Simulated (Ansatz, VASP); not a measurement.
Pd in VASP and in Ansatz

```
CELL_PARAMETERS angstrom
0.02431 1.94490 1.94490
1.96921 0.00000 1.96921
1.94490 1.94490 0.02431
ATOMIC_POSITIONS crystal
Pd 0.00000 0.00000 0.00000
```

Change from the starting cell: strain +0.0250 x Voigt [0, 0, 0, 0, 1, 0], atoms carried along.

Alike in both runs: task single point; functional PBE; k mesh 20 × 20 × 20; occupations gaussian, width 0.15 eV; no spin polarisation.

```csv
,VASP,Ansatz
version,VASP 6.6.1,Ansatz 0.2.0
potentials or method,"VASP PAW PBE potentials, release 64 (Pd)","scalar-relativistic, plane waves, PAW"
plane-wave cutoff (eV),520,420
valence electrons in the cell,10,18
```

```tsv
	VASP	Ansatz	Ansatz less VASP
gap on the k mesh at the Fermi level (eV)	none	none	-
pressure (GPa)	7.5	7.8	+0.31
largest component of the traceless stress (GPa)	2.04	2.04	+0.008
```

A gap of «none» marks a metal or a gap that the smearing closes. The two sets of potentials don't hold the same shells in valence.
